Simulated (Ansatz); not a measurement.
Runs of Ansatz 0.2.0 on ZrB2. Symmetry: P6/mmm, No. 191, hexagonal system. Conventional cell: a = 3.170 Å, b = 3.170 Å, c = 3.533 Å, α = 90.00°, β = 90.00°, γ = 120.00°. Zr (site symmetry 6/mmm) is surrounded by 12 B at 2.54 Å. Around B (site symmetry -6m2) lie 3 B at 1.83 Å. 

| task | level | U | k mesh | cutoff (eV) | smearing | hubbard projectors | double counting | gap on the mesh (eV) | pressure (GPa) |
| --- | --- | --- | --- | --- | --- | --- | --- | --- | --- |
| single point | PBEsol | - | 10 × 10 × 8 | 420 | gaussian 0.02 eV | - | - | none | -4.1 |
| phonons | PBE | - | 7 × 7 × 6 | 420 | fermi-dirac 0.05 eV | - | - | none | - |
| single point | LDA | - | 10 × 10 × 8 | 420 | gaussian 0.1 eV | - | - | none | -8.8 |
| density of states | r2SCAN+D4+U | Zr d U = 7 eV | 10 × 10 × 8 | 500 | gaussian 0.05 eV | ortho-atomic (the default) | fll (the default) | none | (a) |
| phonons | PBEsol | - | 7 × 7 × 6 | 420 | fermi-dirac 0.05 eV | - | - | none | - |

Alike in all rows: potentials or basis Ansatz PAW; no spin polarisation; cell as given.

Problem. Estimate the missing entries.

Solution. (a) 5.9.

Caveats: the PAW data sets come from PBE, with cores solved anew for the run's functional, which leaves a small shift of forces and pressure (some runs); U without spin polarisation on a metal has little footing (some runs); pairwise dispersion overbinds metals, which lowers pressure and volume (some runs); the U is typed as a test and isn't derived for this compound (some runs).

A k mesh can miss the band edges, and the runs leave out spin-orbit coupling on Zr.

A gap of «none» marks a metal or a gap under the smearing width.
